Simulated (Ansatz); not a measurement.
## A series in volume per atom on BaTiO3

Results calculated with Ansatz 0.2.0, not measured. Periodic Kohn-Sham DFT of a crystal at fixed atoms; Kohn-Sham levels at symmetry points; band -1 is the highest filled and +1 the lowest empty one at that point, spin up along a +z start moment.

Cell of the first row (space group Amm2, No. 38):
```
cell vectors (Å)
   3.9028     0.0000     0.0000
   0.0000     2.7791     2.7877
   0.0000    -2.7791     2.7877
atoms (fractions of the cell vectors)
Ba  0.00000  0.00000  0.00000
Ti  0.50000  0.50790  0.50790
O   0.00000  0.49210  0.49210
O   0.50000  0.50251  0.99371
O   0.50000  0.99371  0.50251
```

Settings of every row: method all-electron LAPW; functional PBEsol; relativity scalar; k mesh 8x8x8; filling fermi-dirac; smearing width 0.05 eV; basis error target 1 meV/atom; nucleus gaussian.

Atom start moment: 0 on all atoms.

Limits: no spin-orbit coupling on heavy atoms; run without spin polarisation, so a magnetic state may lie lower; semilocal functionals tend to give too small a gap.

| row | volume per atom (Å³) | smallest direct gap on path (eV) | band gap (eV) |
| --- | --- | --- | --- |
| 1 | 12.095 | 1.998 | 1.931 |
| 2 | 12.352 | 1.982 | 1.889 |
| 3 | 12.609 | 1.964 | 1.847 |
| 4 | 12.738 | 1.954 | 1.826 |
| 5 | 12.867 | 1.944 | 1.806 |
| 6 | 12.995 | ? | ? |
| 7 | 13.124 | 1.923 | 1.765 |
| 8 | 13.381 | 1.9 | 1.725 |
| 9 | 13.639 | 1.877 | 1.685 |

Question: what smallest direct gap on path and band gap should row 6 give?

Worked fit of smallest direct gap on path. Take t = volume per atom − 13, in Å³. The shown rows have t = -0.905, -0.648, -0.391, -0.262, -0.133, 0.124, 0.381, 0.639. Least squares give smallest direct gap on path = 1.9334 − 0.0818 × t − 0.0111 × t² eV; a straight line predicts inner rows, each left out in turn, worse (root mean square 0.0022 against 0.00042 eV). The rows lie off it by 0.000, 0.000, 0.000, 0.000, 0.000, 0.000, -0.001, 0.000. The withheld row has t = -0.005, so the fit gives 1.9334 − 0.0818 × (-0.005) − 0.0111 × (-0.005)² = 1.934 eV.

The calculation gave 1.933 eV. The fit lies 0.001 eV (0.83 % of the column's range) above it, one unit of the last digit.

Worked fit of band gap. Take t = volume per atom − 13, in Å³. The shown rows have t = -0.905, -0.648, -0.391, -0.262, -0.133, 0.124, 0.381, 0.639. Least squares give band gap = 1.7846 − 0.1583 × t + 0.0039 × t² eV; a straight line predicts inner rows, each left out in turn, worse (root mean square 0.00084 against 0.00027 eV). All shown rows lie on it to the printed digit. The withheld row has t = -0.005, so the fit gives 1.7846 − 0.1583 × (-0.005) + 0.0039 × (-0.005)² = 1.785 eV.

The calculation gave 1.785 eV. The fit meets it to the printed digit.
